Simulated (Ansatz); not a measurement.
# Al2Pt (P1) in Ansatz: convergence with k mesh

Aim: find how far k mesh must go before the results for Al2Pt settle, at PBE. This setting moves, with any that are tied to it; all else stays.

All numbers are computed with Ansatz 0.2.0; they aren't measurements. Logs are shortened: lines on timing, memory, paths and dates and some standing lists are left out, and cuts for length are marked.

### Step 1. The cell of the first run

The typed cell holds 3 atoms: a = 4.179 Å, b = 4.179 Å, c = 4.179 Å, α = 60.00°, β = 60.00°, γ = 60.00°.

The cell isn't the ideal one: atoms moved at random, drawn with an rms of 0.05 Å.

### Step 2. With k mesh 3 × 3 × 3

input.yaml reads:

```yaml
crystal:
  lattice:
    - [0.0, 2.955, 2.955]
    - [2.955, 0.0, 2.955]
    - [2.955, 2.955, 0.0]
  atoms:
    - { symbol: Pt, position: [0.011728, -0.01505, -0.00564] }
    - { symbol: Al, position: [0.754024, 0.753359, 0.743573] }
    - { symbol: Al, position: [0.251032, 0.248813, 0.25647] }
hamiltonian:
  xc: pbe
  pseudopotentials: { kind: paw }
kpoints:
  mp_grid: { grid: [3, 3, 3] }
scf:
  occupations: { method: gaussian, width: 0.1 }
output:
  forces: true
  stress: true
  eigenvalues: true
```

Potentials or basis: Ansatz PAW.

Started as:

```
$ ansatz run input.yaml --threads 2 --pin off --max-ram 5632MiB --backend cpu --events-out ev --progress --plain --runs-dir out
```

Run time: 0.62 s. Hardware: 2 threads of Arm Neoverse V2, shared host; peak memory 0.28 GiB.

Results:

```yaml
Free_energy: -13600.7351 eV
Pressure: 2.2 GPa
Largest_force: 0.573 eV/Å
Band_gap_on_the_k_mesh: none (metal or under the smearing width)
```

### Step 3. With k mesh 4 × 4 × 4

input.yaml, as its differences from that of step 2:

```diff
@@ -13,3 +13,3 @@
 kpoints:
-  mp_grid: { grid: [3, 3, 3] }
+  mp_grid: { grid: [4, 4, 4] }
 scf:
```

Potentials or basis: Ansatz PAW.

Started as:

```
$ ansatz run input.yaml --threads 2 --pin off --max-ram 5632MiB --backend cpu --events-out ev --progress --plain --runs-dir out
```

Wall time 1.1 s (2 threads of Arm Neoverse V2, shared host); peak memory 0.31 GiB.

What came out:

* Free energy: -13600.6183 eV
* Pressure: 3.2 GPa
* Largest force: 0.576 eV/Å
* Band gap on the k mesh: none (metal or under the smearing width)

### Step 4. With k mesh 5 × 5 × 5

input.yaml, as its differences from that of step 3:

```diff
@@ -13,3 +13,3 @@
 kpoints:
-  mp_grid: { grid: [4, 4, 4] }
+  mp_grid: { grid: [5, 5, 5] }
 scf:
```

Started as:

```
$ ansatz run input.yaml --threads 2 --pin off --max-ram 5632MiB --backend cpu --events-out ev --progress --plain --runs-dir out
```

Wall time 1.8 s (2 threads of Arm Neoverse V2, shared host); peak memory 0.34 GiB.

Results:

- Free energy: -13600.5782 eV
- Pressure: 3.0 GPa
- Largest force: 0.552 eV/Å
- Band gap on the k mesh: none (metal or under the smearing width)

### Step 5. With k mesh 6 × 6 × 6

input.yaml, as its differences from that of step 4:

```diff
@@ -13,3 +13,3 @@
 kpoints:
-  mp_grid: { grid: [5, 5, 5] }
+  mp_grid: { grid: [6, 6, 6] }
 scf:
```

Started as:

```
$ ansatz run input.yaml --threads 2 --pin off --max-ram 5632MiB --backend cpu --events-out ev --progress --plain --runs-dir out
```

It took 2.9 s on 2 threads of Arm Neoverse V2, shared host; peak memory 0.38 GiB.

What came out:

```yaml
Free_energy: -13600.6543 eV
Pressure: 2.7 GPa
Largest_force: 0.586 eV/Å
Band_gap_on_the_k_mesh: none (metal or under the smearing width)
```

### Step 6. With k mesh 7 × 7 × 7

input.yaml, as its differences from that of step 5:

```diff
@@ -13,3 +13,3 @@
 kpoints:
-  mp_grid: { grid: [6, 6, 6] }
+  mp_grid: { grid: [7, 7, 7] }
 scf:
```

Potentials or basis: Ansatz PAW.

Started as:

```
$ ansatz run input.yaml --threads 2 --pin off --max-ram 5632MiB --backend cpu --events-out ev --progress --plain --runs-dir out
```

Run time: 4.4 s. Hardware: 2 threads of Arm Neoverse V2, shared host; peak memory 0.42 GiB.

It converged, with:

| Property | Result |
| --- | --- |
| Free energy | -13600.6333 eV |
| Pressure | 2.8 GPa |
| Largest force | 0.581 eV/Å |
| Band gap on the k mesh | none (metal or under the smearing width) |

### Step 7. With k mesh 9 × 9 × 9

input.yaml, as its differences from that of step 6:

```diff
@@ -13,3 +13,3 @@
 kpoints:
-  mp_grid: { grid: [7, 7, 7] }
+  mp_grid: { grid: [9, 9, 9] }
 scf:
```

Started as:

```
$ ansatz run input.yaml --threads 2 --pin off --max-ram 5632MiB --backend cpu --events-out ev --progress --plain --runs-dir out
```

Run time: 8.9 s. Hardware: 2 threads of Arm Neoverse V2, shared host; peak memory 0.56 GiB.

It converged, with:

| Property | Result |
| --- | --- |
| Free energy | -13600.6496 eV |
| Pressure | 2.7 GPa |
| Largest force | 0.588 eV/Å |
| Band gap on the k mesh | none (metal or under the smearing width) |

### Step 8. With k mesh 11 × 11 × 11

input.yaml, as its differences from that of step 7:

```diff
@@ -13,3 +13,3 @@
 kpoints:
-  mp_grid: { grid: [9, 9, 9] }
+  mp_grid: { grid: [11, 11, 11] }
 scf:
```

Started as:

```
$ ansatz run input.yaml --threads 2 --pin off --max-ram 5632MiB --backend cpu --events-out ev --progress --plain --runs-dir out
```

Wall time 16 s (2 threads of Arm Neoverse V2, shared host); peak memory 0.79 GiB.

Results (log left out):

| Property | Result |
| --- | --- |
| Free energy | -13600.6384 eV |
| Pressure | 2.8 GPa |
| Largest force | 0.579 eV/Å |
| Band gap on the k mesh | none (metal or under the smearing width) |

### Step 9. With k mesh 13 × 13 × 13

input.yaml, as its differences from that of step 8:

```diff
@@ -13,3 +13,3 @@
 kpoints:
-  mp_grid: { grid: [11, 11, 11] }
+  mp_grid: { grid: [13, 13, 13] }
 scf:
```

Potentials or basis: Ansatz PAW.

Started as:

```
$ ansatz run input.yaml --threads 2 --pin off --max-ram 5632MiB --backend cpu --events-out ev --progress --plain --runs-dir out
```

The program printed:

```text
Warning: RAYON_NUM_THREADS=2 ignored (pool sized by the plan → 2); use --threads N
Engine: ansatz 0.2.0, aarch64-unknown-linux-gnu
Pseudopotentials: kind: paw
Pseudopotential: Pt, paw, valence charge 18, recommended cutoff 420 eV (normal), Pt.paw.azcp
Pseudopotential: Al, paw, valence charge 3, recommended cutoff 420 eV (normal), Al.paw.azcp
Functional definition: PBE
  parameter kappa = 0.804
  parameter beta = 0.06672455060314922
  exchange = pbe_x(kappa = kappa, mu = beta*pi^2/3)
  correlation = pbe_c(beta = beta)
Crystal: 3 atoms, lattice volume = 51.606 Å³
Basis set: ecut = 420 eV, 965 PW (Γ), exchange–correlation on 60×60×60 points (8 copies of the dense FFT grid, shifted against one another)
Bands: 16, of which v1, the nominal top of the filled ones, is band 12 counted from 1 (11 counted from 0)
Symmetry: 1 space group operations
Space group: P1 (ITA 1), of the structure as read, at distance tolerance 3.7e-5 Å
k-points: 1099 of 2197 (time reversal used)
Non-local potential: Pt, projectors of the file, l = 0: 3, l = 1: 2, l = 2: 2, l = 3: 1
Non-local potential: Al, projectors of the file, l = 0: 2, l = 1: 2, l = 2: 1
PAW form: soft (Blöchl's): semilocal exchange-correlation on the pseudo side does not see the compensation charge
PAW one-centre angular grid: Pt, 590 points (default); XC on 64 Gauss nodes
PAW one-centre angular grid: Al, 110 points (default); XC on 64 Gauss nodes
Initial density: superposition of atomic densities (neutral atoms: chi_scale 0, normalization atom), corrected by the library's trained network
Initial wavefunctions: pseudopotential atomic-orbital guess
Functional: x = pbe(κ = 0.804, μ = 0.2195149727645171), c = pbe(β = 0.06672455060314922)
SCF iter   1: F=—  HF=-13600.643387 eV  |F-HF|=—  |Δ(HF+E_count)|=         —  Δρ=1.72e-3  dr2=1.75e-3  ethr=1.77e-3  ⟨swp⟩=5.2  Hψ=91993  notcnv=0
preconditioner: auto → Kerker (q_TF=auto, 2.401 Å⁻¹)  [metal: Δε(μ)=0.001 eV  Ē_g=8.310 eV  σ=0.100 eV  W_gap=0.01  n_scr=14 (ndim 8)  ℏωp=20.7 eV  f_vac=0.001  D(μ)=1.01/eV (n_scr^D=8)]
SCF iter   2: F=—  HF=-13600.643618 eV  |F-HF|=—  |Δ(HF+E_count)|=   2.30e-4  Δρ=8.55e-4  dr2=3.31e-4  ethr=7.29e-6  ⟨swp⟩=2.2  Hψ=31936  notcnv=0
SCF iter   3: F=—  HF=-13600.643647 eV  |F-HF|=—  |Δ(HF+E_count)|=   2.93e-5  Δρ=2.34e-4  dr2=2.75e-5  ethr=1.38e-6  ⟨swp⟩=2.1  Hψ=25898  notcnv=0
SCF iter   4: F=—  HF=-13600.643616 eV  |F-HF|=—  |Δ(HF+E_count)|=   3.12e-5  Δρ=4.47e-5  dr2=9.46e-7  ethr=1.15e-7  ⟨swp⟩=2.5  Hψ=25901  notcnv=0
iter 5 did not close the SCF: its close was put off for the readings that it lacked (scf_convergence_deferred on its scf_iter line)
SCF iter   5: F=-13600.643616 eV  HF=-13600.643616 eV  |F-HF|=4.81e-9  |Δ(HF+E_count)|=   2.32e-7  Δρ=7.70e-6  dr2=3.80e-8  ethr=3.94e-9  ⟨swp⟩=2.3  Hψ=25478  notcnv=0
SCF iter   6: F=-13600.643616 eV  HF=-13600.643616 eV  |F-HF|=7.55e-10  |Δ(HF+E_count)|=   2.54e-9  Δρ=1.72e-6  dr2=2.95e-9  ethr=1.58e-10  ⟨swp⟩=2.8  Hψ=63650  notcnv=0
SCF 1 converged in 6 iterations: F = -13600.643616 eV  dr2 = 2.95e-9
SCF converged after 6 iterations
Free energy (F): -13600.643616 eV
Harris-Foulkes:  -13600.643616 eV  (|F-HF|=7.55e-10)
Internal energy: -13600.638587 eV  (E = F + TS)
E sigma→0 (E₀):  -13600.641102 eV
Entropy (-TS):   -0.005028 eV (-1.676 meV/atom)
Fermi energy:    11.406492 eV
--- Per-component energies (eV) ---
  E_band       = -311.215089
  E_kinetic    = 687.226975
  E_local      = -2701.200903  (includes V_loc(G=0)·N_el)
  E_nonlocal   = 217.547533
  E_hartree    = 1072.961596
  E_xc         = -343.559779
  E_vxc        = -363.817721  (∫ρ·V_xc dr)
  E_paw        = -10388.789067  (= ΣΔE_a)
  E_vpaw       = -296.892750  (= ΣTr[D̂ρ^β])
  E_aug_tail   = 0.000184  (compensation charges beyond the density's cutoff)
  E_ewald      = -2144.825125
  E_smearing   = -0.005028  (= −TS)
  E_closure    = 0.000000  (closes the sum)
  Σ components = -13600.643616   (vs F -13600.643616, Δ=0.00e0)
--- Forces (eV/Å), atoms counted from 1 ---
  atom   1  Pt     0.55402777    -0.07752708     0.15559928
  atom   2  Al    -0.16377577     0.14748275    -0.16740345
  atom   3  Al    -0.39025521    -0.06995548     0.01180274
  max |Σ_I F_I| component: 3.20e-6 eV/Å
--- Stress (GPa, compression-positive) ---
        2.622130       0.502139      -0.609025
        0.502139       2.773959      -0.654931
       -0.609025      -0.654931       2.752647
  P = ⅓ Tr σ = 2.7162 GPa (27.162 kbar)
--- Band table (eV; the first three rows and the last of 1099) ---
  k-point 0: bands = ["-87.4751", "-41.7225", "-41.7043", "-41.7020", "1.1719", "6.3100", "6.3444", "6.3516", "7.6826", "7.6868", "14.3431", "15.1496", "15.2145", "15.2260", "16.8013", "16.8164"]
  k-point 1: bands = ["-87.4751", "-41.7226", "-41.7043", "-41.7021", "1.2545", "6.2607", "6.3739", "6.3812", "7.6709", "7.6752", "13.9576", "14.5475", "14.9684", "15.0034", "17.0659", "17.0859"]
  k-point 2: bands = ["-87.4751", "-41.7230", "-41.7044", "-41.7021", "1.4994", "6.1266", "6.4536", "6.4607", "7.6474", "7.6519", "12.3827", "14.4107", "14.4348", "14.8262", "17.1048", "17.2057"]
  k-point 1098: bands = ["-87.4751", "-41.7232", "-41.7065", "-41.7025", "3.5500", "5.3146", "6.6148", "6.6999", "7.6649", "7.8707", "7.9677", "12.0311", "12.3225", "15.0042", "16.6770", "16.8286"]
```

Run time: 27 s. Hardware: 2 threads of Arm Neoverse V2, shared host; peak memory 1.1 GiB.

What came out:

- Free energy: -13600.6436 eV
- Pressure: 2.7 GPa
- Largest force: 0.581 eV/Å
- Band gap on the k mesh: none (metal or under the smearing width)

### Step 10. Result

| k mesh | energy less the tightest run, at zero smearing (meV/atom) | pressure (GPa) | largest force (eV/Å) | SCF cycles | CPU time (s) | peak memory (GiB) |
| --- | --- | --- | --- | --- | --- | --- |
| 3 × 3 × 3 | -27.58 | 2.23 | 0.573 | 6 | 1.1 | 0.28 |
| 4 × 4 × 4 | 10.51 | 3.15 | 0.576 | 6 | 2 | 0.31 |
| 5 × 5 × 5 | 24.02 | 3.01 | 0.552 | 6 | 3.4 | 0.34 |
| 6 × 6 × 6 | -3.91 | 2.67 | 0.586 | 6 | 5.5 | 0.38 |
| 7 × 7 × 7 | 4.25 | 2.79 | 0.581 | 6 | 8.6 | 0.42 |
| 9 × 9 × 9 | -2.16 | 2.67 | 0.588 | 6 | 18 | 0.56 |
| 11 × 11 × 11 | 2.03 | 2.78 | 0.579 | 6 | 33 | 0.79 |
| 13 × 13 × 13 | 0.00 | 2.72 | 0.581 | 6 | 53 | 1.1 |

Against the tightest run, the pressure stays within 0.1 GPa from 6 × 6 × 6 on; the largest force stays within 0.005 eV/Å from 11 × 11 × 11 on. Not settled before the last step: the energy (to 1 meV/atom). Meshes of other sizes hit other points, so gaps and Fermi surfaces needn't settle smoothly. The tightest run that finished is the yardstick and may itself not be fully converged.
